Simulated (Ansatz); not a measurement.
**Se: hydrostatic pressure series**

Computed with DFT PBEsol, scalar-relativistic, plane waves, PAW (Ansatz 0.2.0). Settings: 420 eV cutoff, 12×12×8 k-mesh, Gaussian smearing of 0.02 eV, no spin polarisation.

Starting point, cell and atoms relaxed:

```yaml
crystal:
  lattice:
    - [4.04152, 0.00000, 0.00000]
    - [-2.02076, 3.50006, 0.00000]
    - [0.00000, 0.00000, 5.11790]
  atoms:
    - { symbol: Se, position: [0.24864, 0.00000, 0.33333] }
    - { symbol: Se, position: [0.00000, 0.24864, 0.66667] }
    - { symbol: Se, position: [0.75136, 0.75136, 0.00000] }
```

Cell and atoms are relaxed at each pressure within the symmetry of the start, at zero temperature, so transitions that lower the symmetry aren't seen. The k-mesh given is that at zero pressure and may differ at others. Gaps are Kohn–Sham gaps over the whole zone.

Give the structure at 2 GPa.

```yaml
crystal:
  lattice:
    - [3.90111, 0.00000, 0.00000]
    - [-1.95055, 3.37846, 0.00000]
    - [0.00000, 0.00000, 5.14080]
  atoms:
    - { symbol: Se, position: [0.25978, 0.00000, 0.33333] }
    - { symbol: Se, position: [0.00000, 0.25978, 0.66667] }
    - { symbol: Se, position: [0.74022, 0.74022, 0.00000] }
```
Symmetry: P3_121, No. 152, trigonal system. Conventional cell: a = 3.901 Å, b = 3.901 Å, c = 5.141 Å, α = 90.00°, β = 90.00°, γ = 120.00°. Se (site symmetry 2) has 2 Se at 2.45 Å as nearest neighbours.